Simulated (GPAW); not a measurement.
# TiNi (P4/mmm) in GPAW: notebook

One crystal, TiNi, is run at these levels: PBEsol; tasks: single point.

All numbers are computed with GPAW 26.7.0; they aren't measurements. Logs are shortened: lines on timing, memory, paths and dates and some standing lists are left out, and cuts for length are marked. The log counts tension as positive stress, the text compression.

### Step 1. The structure

Symmetry: P4/mmm, No. 123, tetragonal system. Conventional cell: a = 2.626 Å, b = 2.626 Å, c = 3.886 Å, α = 90.00°, β = 90.00°, γ = 90.00°. Ni (site symmetry 4/mmm) is surrounded by 4 Ni at 2.63 Å and 8 Ti at 2.69 Å. Ti (site symmetry 4/mmm) has 4 Ti at 2.63 Å and 8 Ni at 2.69 Å as nearest neighbours.

The cell comes from a database or a generator and needn't be the stable form of this composition.

### Step 2. Single point, PBEsol, collinear spin, ferromagnetic start, 13.40 Å³/atom

run.py

```python
from ase import Atoms
from ase.dft.bandgap import bandgap
from ase.io import write
from ase.units import GPa
from gpaw import GPAW, PW, setup_paths

setup_paths.insert(0, '.')

atoms = Atoms(['Ni', 'Ti'],
              cell=[[2.62637088, 0.0, 0.0],
                    [0.0, 2.62637088, 0.0],
                    [0.0, 0.0, 3.886078559]],
              scaled_positions=[[0.0, 0.0, 0.0],
                                [0.5, 0.5, 0.5]],
              pbc=True)
atoms.set_initial_magnetic_moments([1.0, 1.0])

calc = GPAW(mode=PW(600),
            xc='PBEsol',
            kpts={'size': (7, 7, 6), 'gamma': True},
            occupations={'name': 'fermi-dirac', 'width': 0.05},
            nbands=27,
            convergence={'density': 1e-05, 'energy': 1e-05},
            maxiter=150,
            txt='gpaw.txt')
atoms.calc = calc
energy = atoms.get_potential_energy()
forces = atoms.get_forces()
stress = atoms.get_stress()
calc.write('gs.gpw')
write('result.traj', atoms)
print(f'Energy: {energy:.6f} eV')
print('Forces (eV/A):')
print(forces.round(4))
print('Stress (GPa):', (stress / GPa).round(3))
print('Moments:', calc.get_magnetic_moments().round(3))
print('Fermi level:', round(calc.get_fermi_level(), 4), 'eV')
print(f'Gap: {bandgap(calc)[0]:.4f} eV, direct: {bandgap(calc, direct=True)[0]:.4f} eV')
```

Potentials or basis: PAW data sets generated in the run's folder for this functional, pw.

Command:

```
> gpaw-setup -f PBEsol Ni Ti
> OMP_NUM_THREADS=1 python run.py
```

gpaw.txt:

```text
__  _  _
 | _ |_)|_||  |
 |__||  | ||/\| - 26.7.0

Input parameters:
  mode=PW(ecut=600.0),
  convergence={'density': 1e-05, 'energy': 1e-05},
  kpts=MonkhorstPack(size=(7, 7, 6), gamma=True),
  maxiter=150,
  nbands=27,
  occupations=Occupations(name='fermi-dirac', width=0.05),
  xc=XC(name='PBEsol')

Diagonalizing LCAO Hamiltonian
Converting LCAO to pw mode
   .-----.
  /|     |
 * |     |
 | | Ti  |
 | |     |
 | .-----.
 |/     /
 Ni----*

Atoms  # Å, Bohr magnetons
|   | symbol |        x |        y |        z |    initial magnetic moments |
|---|--------|----------|----------|----------|-----------------------------|
| 0 |     Ni | 0.000000 | 0.000000 | 0.000000 | ( 0.0000,  0.0000,  1.0000) |
| 1 |     Ti | 1.313185 | 1.313185 | 1.943039 | ( 0.0000,  0.0000,  1.0000) |

Unit cell  # Å
| periodic |        x |        y |        z |  lengths |    angles |
|----------|----------|----------|----------|----------|-----------|
|      yes | 2.626371 | 0.000000 | 0.000000 | 2.626371 | 90.000000 |
|      yes | 0.000000 | 2.626371 | 0.000000 | 2.626371 | 90.000000 |
|      yes | 0.000000 | 0.000000 | 3.886079 | 3.886079 | 90.000000 |

Number of symmetries: 16
Symmetry operations  # r_c * U_cc + t_c -> r_c
|    | kind |            matrix            |
|----|------|------------------------------|
|  0 |  E   |  1, 0, 0,  0, 1, 0,  0, 0, 1 |
|  1 |  σ   |  1, 0, 0,  0, 1, 0,  0, 0,-1 |
|  2 |  σ   |  1, 0, 0,  0,-1, 0,  0, 0, 1 |
|  3 |  C2  |  1, 0, 0,  0,-1, 0,  0, 0,-1 |
|  4 |  σ   |  0, 1, 0,  1, 0, 0,  0, 0, 1 |
|  5 |  C2  |  0, 1, 0,  1, 0, 0,  0, 0,-1 |
|  6 |  C4  |  0, 1, 0, -1, 0, 0,  0, 0, 1 |
|  7 |  S4  |  0, 1, 0, -1, 0, 0,  0, 0,-1 |
|  8 |  C4  |  0,-1, 0,  1, 0, 0,  0, 0, 1 |
|  9 |  S4  |  0,-1, 0,  1, 0, 0,  0, 0,-1 |
| 10 |  σ   |  0,-1, 0, -1, 0, 0,  0, 0, 1 |
| 11 |  C2  |  0,-1, 0, -1, 0, 0,  0, 0,-1 |
| 12 |  σ   | -1, 0, 0,  0, 1, 0,  0, 0, 1 |
| 13 |  C2  | -1, 0, 0,  0, 1, 0,  0, 0,-1 |
| 14 |  C2  | -1, 0, 0,  0,-1, 0,  0, 0, 1 |
| 15 |  i   | -1, 0, 0,  0,-1, 0,  0, 0,-1 |

BZ-sampling:
  Number of BZ points: 294
  Number of IBZ points: 40

  Monkhorst-Pack size: [7, 7, 6]
  Monkhorst-Pack shift: [0.0, 0.0, 0.08333333333333333]

K-points  # in reciprocal-cell coordinates
|     |                                coordinates |     weight |
|-----|--------------------------------------------|------------|
|   0 | (  0.00000000,   0.00000000,   0.00000000) | 0.00340136 |
|   1 | (  0.00000000,   0.00000000,   0.16666667) | 0.00680272 |
|   2 | (  0.00000000,   0.00000000,   0.33333333) | 0.00680272 |
|   3 | (  0.00000000,   0.00000000,   0.50000000) | 0.00340136 |
|   4 | (  0.14285714,   0.00000000,   0.00000000) | 0.01360544 |
|   5 | (  0.14285714,   0.00000000,   0.16666667) | 0.02721088 |
|   6 | (  0.14285714,   0.00000000,   0.33333333) | 0.02721088 |
|   7 | (  0.14285714,   0.00000000,   0.50000000) | 0.01360544 |
|   8 | (  0.14285714,   0.14285714,   0.00000000) | 0.01360544 |
|   9 | (  0.14285714,   0.14285714,   0.16666667) | 0.02721088 |
| ... |                                            |            |
|  39 | (  0.42857143,   0.42857143,   0.50000000) | 0.01360544 |

Plane wave coefficients: 919
Cutoff: 600.0 eV

Spin-components: 2 (collinear spins)
Bands:           27
Projectors:      12
Spin-degeneracy: 1
Datatype:        complex128

Parallelization:
  kpt:    1
  domain: 1
  band:   1

Density:
  Valence electrons: 28.0
  Components: 2
  Grid points: [15 15 24]
  Charge: 0.0  # |e|

Potential:
  Grid points: [15 15 24]

species:
  Ni:
    name:    Nickel
    Z:       28.0
    valence: 16
    core:    12
    charge:  0.0  # [|e|]
    compensation charges:
      type: gauss
      rc: 0.36  # [Å]
      lmax: 2
    cutoffs:
      filter: 2.14  # [Å]
      core: 1.98  # [Å]
    projectors
    | kind |    occ | energy [eV] | rcut [Å] |
    |------|--------|-------------|----------|
    |   4s |  2.000 |      -5.661 |    1.164 |
    |   3p |  6.000 |     -71.261 |    1.207 |
    |   4p |  0.000 |      -1.193 |    1.207 |
    |   3d |  8.000 |      -8.901 |    1.138 |
    |    s |        |      21.550 |    1.164 |
    |    d |        |      18.310 |    1.138 |

    Using partial waves for Ni as LCAO basis

  Ti:
    name:    Titanium
    Z:       22.0
    valence: 12
    core:    10
    charge:  0.0  # [|e|]
    compensation charges:
      type: gauss
      rc: 0.38  # [Å]
      lmax: 2
    cutoffs:
      filter: 2.23  # [Å]
      core: 1.02  # [Å]
    projectors
    | kind |    occ | energy [eV] | rcut [Å] |
    |------|--------|-------------|----------|
    |   3s |  2.000 |     -62.441 |    1.270 |
    |   4s |  2.000 |      -4.477 |    1.270 |
    |   3p |  6.000 |     -38.776 |    1.058 |
    |   4p |  0.000 |      -1.449 |    1.058 |
    |   3d |  2.000 |      -4.275 |    1.058 |
    |    d |        |      22.937 |    1.058 |

    Using partial waves for Ti as LCAO basis

Reference energy: -64530.336478  # eV

eigensolver:
  PPCG
  Converge bands: occupied
  niter=2

density mixing:
  MSR1-Mixer
  Pratt-step length: 0.05
  Maximum mixing coefficient: 0.75
  Old densities: 10
  SVD Regularization: 0.005
  Good broyden scale: 1.0
  Trust region scale: 1.0
  Backstep threshold: 4.0
  History deletion threshold: 6.0
  Fourier metric: weight=20.0, sigma=0.015

occupation numbers:
  Fermi-Dirac:
    width: 0.0500  # eV

poisson solver:
  ecut: 4800.0  # eV

xc functional:
  name: PBEsol with 2 nearest neighbor stencil

convergence criteria:
- Maximum integral of absolute [dens]ity change: 1e-05 electrons / valence electron
- Maximum [total energy] change in last 3 cyles: 1e-05 eV / valence electron
- Maximum integral of absolute [eigenst]ate change: 4e-08 eV^2 / valence electron
maximum number of iterations: 150

SCF iterations
|iter     | |      energy | eigst |  dens |  magmom |
|---------|-|-------------|-------|-------|---------|
|iter:   1| |  -16.048960 | +0.08 |       |  +2.0042|
|iter:   2| |  -15.716817 | -2.41 | -0.99 |  +1.9353|
|iter:   3| |  -15.589946 | -2.71 | -1.09 |  +1.6637|
|iter:   4| |  -15.661456 | -2.72 | -1.25 |  +1.1735|
|iter:   5| |  -15.733747 | -2.96 | -1.51 |  +0.6311|
|iter:   6| |  -15.747235 | -3.65 | -1.90 |  +0.3253|
|iter:   7| |  -15.751676 | -4.44 | -2.21 |  +0.1633|
|iter:   8| |  -15.751765 | -4.76 | -2.31 |  +0.1180|
|iter:   9| |  -15.752212 | -4.70 | -2.76 |  +0.1021|
|iter:  10| |  -15.752325 | -5.07 | -2.96 |  +0.0735|
|iter:  11| |  -15.752354c| -5.33 | -3.36 |  +0.0540|
|iter:  12| |  -15.752366c| -5.06 | -3.28 |  +0.0208|
|iter:  13| |  -15.752384c| -5.51 | -3.43 |  -0.0041|
|iter:  14| |  -15.752388c| -6.43 | -3.59 |  -0.0022|
|iter:  15| |  -15.752389c| -7.98c| -4.16 |  -0.0016|
|iter:  16| |  -15.752389c| -7.78c| -4.69 |  -0.0003|
|iter:  17| |  -15.752389c| -7.87c| -5.00 |  +0.0000|
|iter:  18| |  -15.752389c| -8.77c| -5.63c|  +0.0000|

Converged in 18 steps
Energy contributions relative to reference atoms: (reference = -64530.336478)

Energy contributions:
  Kinetic:           6.046171
  Coulomb:          -4.891524
  Zero:              0.131210
  External:          0.000000
  Xc:              -17.028491
  Entropy:          -0.019511
  Spinorbit:         0.000000
  ----------------------------
  Free energy:     -15.762144
  Extrapolated:    -15.752389

dipole moment: (-5.419803, -5.419803, -8.019347)  # |e|*Ang

Total magnetic moment: (0.000000, 0.000000, 0.000009)

Local magnetic moments
|        x |        y |        z |
|----------|----------|----------|
| 0.000000 | 0.000000 | 0.000004 |  # Ni   0
| 0.000000 | 0.000000 | 0.000003 |  # Ti   1

Fermi level: 8.743
Eigenvalues  # (at kpt = [0.000, 0.000, 0.000])
| band index |      eig [eV] | occ [0-1] |      eig [eV] | occ [0-1] |
|------------|---------------|-----------|---------------|-----------|
|          0 |       -54.738 |     1.000 |       -54.738 |     1.000 |
|        ... |               |           |               |           |
|          6 |       -23.547 |     1.000 |       -23.547 |     1.000 |
|          7 |         1.304 |     1.000 |         1.304 |     1.000 |
|          8 |         5.027 |     1.000 |         5.027 |     1.000 |
|          9 |         5.669 |     1.000 |         5.669 |     1.000 |
|         10 |         7.298 |     1.000 |         7.298 |     1.000 |
|         11 |         7.298 |     1.000 |         7.298 |     1.000 |
|         12 |         8.050 |     1.000 |         8.050 |     1.000 |
|         13 |         8.159 |     1.000 |         8.159 |     1.000 |
|         14 |         9.132 |     0.000 |         9.132 |     0.000 |
|         15 |        11.026 |     0.000 |        11.026 |     0.000 |
|         16 |        12.001 |     0.000 |        12.001 |     0.000 |
|         17 |        12.001 |     0.000 |        12.001 |     0.000 |
|         18 |        12.687 |     0.000 |        12.687 |     0.000 |
|         19 |        19.049 |     0.000 |        19.049 |     0.000 |
|         20 |        22.631 |     0.000 |        22.631 |     0.000 |
|         21 |        22.631 |     0.000 |        22.631 |     0.000 |
|        ... |               |           |               |           |
|         26 |        32.784 |     0.000 |        32.784 |     0.000 |

No gap
No difference between direct/indirect transitions

Forces  # eV/Ang
|        x |       y |       z |
|----------|---------|---------|
|  0.00000 | 0.00000 | 0.00000 |  # Ni   0
| -0.00000 | 0.00000 | 0.00000 |  # Ti   1

Stress tensor  # eV/Ang^3
|        x |        y |        z |
|----------|----------|----------|
| 0.016899 | 0.000000 | 0.000000 |
| 0.000000 | 0.016899 | 0.000000 |
| 0.000000 | 0.000000 | 0.094851 |

# Writing to gs.gpw (mode='')
```

Run time: 24 s. Hardware: 1 thread of AMD EPYC 9R45 (Zen 5), shared host; peak memory 0.18 GiB.

Results:

```
Free energy            : -15.7621 eV
Pressure               : -6.9 GPa
Band gap on the k mesh : none (metal or under the smearing width)
Net moment             : 0.00 μB per cell
```

Caveat: the density grid can change from cell to cell, which puts small steps into energies and stress; the stock nickel data set gives pressures a few GPa off other programs.

### Step 3. Single point, PBEsol, collinear spin, ferromagnetic start, 13.40 Å³/atom

run.py: that of step 2 with these lines changed.

```diff
@@ -9,5 +9,5 @@
 atoms = Atoms(['Ni', 'Ti'],
-              cell=[[2.62637088, 0.0, 0.0],
-                    [0.0, 2.62637088, 0.0],
-                    [0.0, 0.0, 3.886078559]],
+              cell=[[2.68108694, 0.0, 0.0],
+                    [0.0, 2.68108694, 0.0],
+                    [0.0, 0.0, 3.7290816327]],
               scaled_positions=[[0.0, 0.0, 0.0],
```

Potentials or basis: PAW data sets generated in the run's folder for this functional, pw.

Command:

```
> gpaw-setup -f PBEsol Ni Ti
> OMP_NUM_THREADS=1 python run.py
```

Run time: 26 s. Hardware: 1 thread of AMD EPYC 9R45 (Zen 5), shared host; peak memory 0.18 GiB.

Results (log left out):

```
Free energy            : -15.8183 eV
Pressure               : -6.6 GPa
Band gap on the k mesh : none (metal or under the smearing width)
Net moment             : 0.00 μB per cell
```

Caveat: the density grid can change from cell to cell, which puts small steps into energies and stress; the stock nickel data set gives pressures a few GPa off other programs.
